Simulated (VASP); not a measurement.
# PtSe (F-43m) in VASP: a series of runs, part 2 of 2

VASP 6.6.1. The steps go on from the part before.

## Step 3: Single point, PBE+U, collinear spin, ferromagnetic start

File INCAR:

```
PREC     = Accurate       # precision mode
ENCUT    = 520            # plane-wave cutoff, eV
EDIFF    = 1E-6           # SCF threshold, eV
ISMEAR   = 0              # smearing method
SIGMA    = 0.05           # smearing width, eV
LREAL    = F              # projectors in reciprocal space
LASPH    = T              # aspherical terms in the spheres
NELM     = 80             # most SCF steps
ALGO     = Normal         # electronic algorithm
ISIF     = 2              # what is computed and relaxed
LWAVE    = F              # write WAVECAR
LCHARG   = F              # write CHGCAR
ISPIN    = 2              # spin polarisation
MAGMOM   = 0.5 0          # initial moments
LORBIT   = 11             # projections on sites
NUPDOWN  = 0              # fixed moment
LMAXMIX  = 4              # l up to which the mixer works
LDAU     = T              # DFT+U
LDAUTYPE = 2            
LDAUL    = 2 -1           # shell
LDAUU    = 2 0            # U, eV
LDAUJ    = 0 0          
LDAUPRINT= 1            
GGA      = PE             # functional
NBANDS   = 19             # bands
```

File KPOINTS:

```
regular mesh
0
Gamma
  5 5 5
```

File POSCAR:

```
PtSe
1.0
    0.0000000000      3.0374472300      3.0374472300
    3.0374472300      0.0000000000      3.0374472300
    3.0374472300      3.0374472300      0.0000000000
Pt Se
1 1
Direct
    0.0000000000      0.0000000000      0.0000000000
    0.2500000000      0.2500000000      0.2500000000
```

Potentials or basis: VASP PAW PBE potentials, release 64 (Pt, Se).

Command:

```bash
cat potpaw_PBE.64/Pt/POTCAR potpaw_PBE.64/Se/POTCAR > POTCAR
mpirun -np 1 vasp_std > vasp.out
```

OUTCAR:

```text
PREC = Accurate
   ENCUT = 520
   EDIFF = 1E-6
   ISMEAR = 0
   LREAL = F
   LASPH = T
   NELM = 80
   ISIF = 2
   ISPIN = 2
   LORBIT = 11
   NUPDOWN = 0
   GGA = PE

 ion  position               nearest neighbor table
   1  0.000  0.000  0.000-   2 2.63   2 2.63   2 2.63   2 2.63
   2  0.250  0.250  0.250-   1 2.63   1 2.63   1 2.63   1 2.63

  LATTYP: Found a face centered cubic cell.
 ALAT       =     6.0748944600

  Lattice vectors:

 A1 = (   0.0000000000,   3.0374472300,   3.0374472300)
 A2 = (   3.0374472300,   0.0000000000,   3.0374472300)
 A3 = (   3.0374472300,   3.0374472300,   0.0000000000)

Analysis of symmetry for initial positions (statically):
=====================================================================
 Subroutine PRICEL returns:
 Original cell was already a primitive cell.

 Routine SETGRP: Setting up the symmetry group for a
 face centered cubic supercell.

 Subroutine GETGRP returns: Found 24 space group operations
 (whereof 24 operations were pure point group operations)
 out of a pool of 48 trial point group operations.

The static configuration has the point symmetry T_d .

Analysis of symmetry for dynamics (positions and initial velocities):
=====================================================================
 Subroutine PRICEL returns:
 Original cell was already a primitive cell.

 Routine SETGRP: Setting up the symmetry group for a
 face centered cubic supercell.

 Subroutine GETGRP returns: Found 24 space group operations
 (whereof 24 operations were pure point group operations)
 out of a pool of 48 trial point group operations.

The dynamic configuration has the point symmetry T_d .

Analysis of structural, dynamic, and magnetic symmetry:
=====================================================================
 Subroutine PRICEL returns:
 Original cell was already a primitive cell.

 Routine SETGRP: Setting up the symmetry group for a
[... 184 lines left out ...]
  ext. energy  EPLUGINS =         0.00000000
  ---------------------------------------------------
  free energy    TOTEN  =        -7.63292921 eV

  energy without entropy =       -7.62809499  energy(sigma->0) =       -7.63051210

 E-fermi :   2.8631     XC(G=0):  -9.1096

 val. band max:        2.7613247599   @ k =   0.2000   0.2000   0.0000
 cond. band min:       2.8892884743   @ k =   0.4000   0.2000   0.0000
 fundamental gap:      0.1279637144
 Fermi energy:         2.8630410142

 spin component 1

 k-point     1 :       0.0000    0.0000    0.0000
  band No.  band energies     occupation
      1     -10.6898      1.00000
      2      -1.5463      1.00000
      3      -1.5463      1.00000
      4      -1.5462      1.00000
      5       0.4445      1.00000
      6       0.4445      1.00000
[... 196 lines left out ...]
      5       0.4542      1.00000
      6       0.5258      1.00000
[... 11 lines left out ...]
     18      18.1286      0.00000
     19      19.2829      0.00000
 Fermi energy:         2.8630581393

 spin component 2

 k-point     1 :       0.0000    0.0000    0.0000
  band No.  band energies     occupation
      1     -10.6898      1.00000
      2      -1.5462      1.00000
      3      -1.5462      1.00000
      4      -1.5462      1.00000
      5       0.4446      1.00000
      6       0.4446      1.00000
[... 197 lines left out ...]
      6       0.5258      1.00000
[... 11 lines left out ...]
     18      18.1287      0.00000
     19      19.2829      0.00000

------------------------ aborting loop because EDIFF is reached ----------------------------------------

  FORCE on cell =-STRESS in cart. coord.  units (eV):
  Direction    XX          YY          ZZ          XY          YZ          ZX
  --------------------------------------------------------------------------------------
  -------------------------------------------------------------------------------------
  Total       -3.9577502     -3.9577502     -3.9577502      0.0000000      0.0000000      0.0000000
  in kB     -113.1365013   -113.1365013   -113.1365013      0.0000000      0.0000000      0.0000000
  external PRESSURE =    -113.1365013 kB  Pullay stress =       0.0000000 kB

 VOLUME and BASIS-vectors are now :
 -----------------------------------------------------------------------------
  energy-cutoff  :      520.00
  volume of cell :       56.05
      direct lattice vectors                 reciprocal lattice vectors
     0.000000000  3.037447230  3.037447230    -0.164611913  0.164611913  0.164611913
     3.037447230  0.000000000  3.037447230     0.164611913 -0.164611913  0.164611913
     3.037447230  3.037447230  0.000000000     0.164611913  0.164611913 -0.164611913

 POSITION                                       TOTAL-FORCE (eV/Angst)
 -----------------------------------------------------------------------------------
      0.00000      0.00000      0.00000         0.000000      0.000000      0.000000
      1.51872      1.51872      1.51872        -0.000000     -0.000000     -0.000000
 -----------------------------------------------------------------------------------
    total drift:                               -0.000000     -0.000000     -0.000000

  FREE ENERGIE OF THE ION-ELECTRON SYSTEM (eV)
  ---------------------------------------------------
  free  energy   TOTEN  =        -7.6329292128 eV

  energy  without entropy=       -7.6280949872  energy(sigma->0) =       -7.63051210

 total charge

# of ion       s       p       d       tot
------------------------------------------
    1        0.554   0.306   8.238   9.098
    2        1.483   2.093   0.062   3.638
--------------------------------------------------
tot          2.037   2.399   8.300  12.736

 magnetization (x)

# of ion       s       p       d       tot
------------------------------------------
    1        0.000  -0.000  -0.000  -0.000
    2        0.000  -0.000   0.000   0.000
--------------------------------------------------
tot          0.000  -0.000  -0.000  -0.000
```

OSZICAR:

```text
N       E                     dE             d eps       ncg     rms          rms(c)
DAV:   1     0.727907970943E+02    0.72791E+02   -0.64071E+03   776   0.684E+02
DAV:   2    -0.486011092183E+01   -0.77651E+02   -0.69485E+02   864   0.155E+02
DAV:   3    -0.766350182567E+01   -0.28034E+01   -0.27658E+01   907   0.283E+01
DAV:   4    -0.768478627977E+01   -0.21284E-01   -0.21280E-01   817   0.263E+00
DAV:   5    -0.768510612590E+01   -0.31985E-03   -0.31984E-03   906   0.332E-01    0.701E+00
DAV:   6    -0.764505115173E+01    0.40055E-01   -0.28722E-01   825   0.378E+00    0.392E+00
DAV:   7    -0.763420090376E+01    0.10850E-01   -0.39116E-02   816   0.139E+00    0.208E+00
DAV:   8    -0.763287546499E+01    0.13254E-02   -0.22444E-02   805   0.101E+00    0.323E-01
DAV:   9    -0.763275093592E+01    0.12453E-03   -0.16117E-03   801   0.231E-01    0.147E-01
DAV:  10    -0.763290287811E+01   -0.15194E-03   -0.31540E-04   799   0.104E-01    0.617E-02
DAV:  11    -0.763291544534E+01   -0.12567E-04   -0.93722E-06   831   0.190E-02    0.168E-02
DAV:  12    -0.763292408416E+01   -0.86388E-05   -0.71836E-06   798   0.168E-02    0.894E-03
DAV:  13    -0.763292890846E+01   -0.48243E-05   -0.34317E-06   819   0.111E-02    0.234E-03
DAV:  14    -0.763292921275E+01   -0.30429E-06   -0.14809E-07   649   0.224E-03
   1 F= -.76329292E+01 E0= -.76305121E+01  d E =-.483423E-02  mag=     0.0000
```

Wall time 18 s (1 thread of Intel Xeon 6975P-C (Granite Rapids), shared host); peak memory 0.2 GiB.

Results:

| Quantity | Value |
| --- | --- |
| Free energy | -7.6329 eV |
| Pressure | -11.3 GPa |
| Net moment | 0.00 μB per cell |
| Valence electrons inside the program's atomic spheres | Pt 9.10; Se 3.64 |

Eigenvalues of the final occupation matrices:
```
    site  spin  trace               eigenvalues
site 1 d     1   4.14  0.79 0.79 0.79 0.88 0.88
site 1 d     2   4.14  0.79 0.79 0.79 0.88 0.88
```

Caveat: the total moment is fixed, so each spin has its own Fermi level. The state reached can hang on the start; a lower one may exist.

## Step 4: The reference run

An earlier run on the cell as given: functional PBE; potentials or basis VASP PAW PBE potentials, release 64 (Pt, Se); cutoff 520 eV; k mesh 8 × 8 × 8; occupations fermi-dirac, width 0.05 eV; no spin polarisation.

* Pressure: -11.1 GPa
* Band gap on the k mesh: none (metal or under the smearing width)

## Step 5: The runs side by side

```tsv
level	spin	U	fixed moment (μB)	k mesh	smearing	gap on the mesh (eV)	pressure (GPa)	moment (μB)
PBE+U	collinear, random start	Pt d U = 2 eV	-	5 × 5 × 5	gaussian 0.05 eV	none	-11.3	0.01
PBE+U	collinear, ferromagnetic start	Pt d U = 2 eV	0	5 × 5 × 5	gaussian 0.05 eV	-	-11.3	0.00
PBE	off	-	-	8 × 8 × 8	fermi-dirac 0.05 eV	none	-11.1	-
```

Alike in all rows: task single point; potentials or basis VASP PAW PBE potentials, release 64 (Pt, Se); cell as given; cutoff (eV) 520.

Caveats: the total moment is fixed, so each spin has its own Fermi level (some runs).

Absolute energies hang on the potentials; compare differences alone.
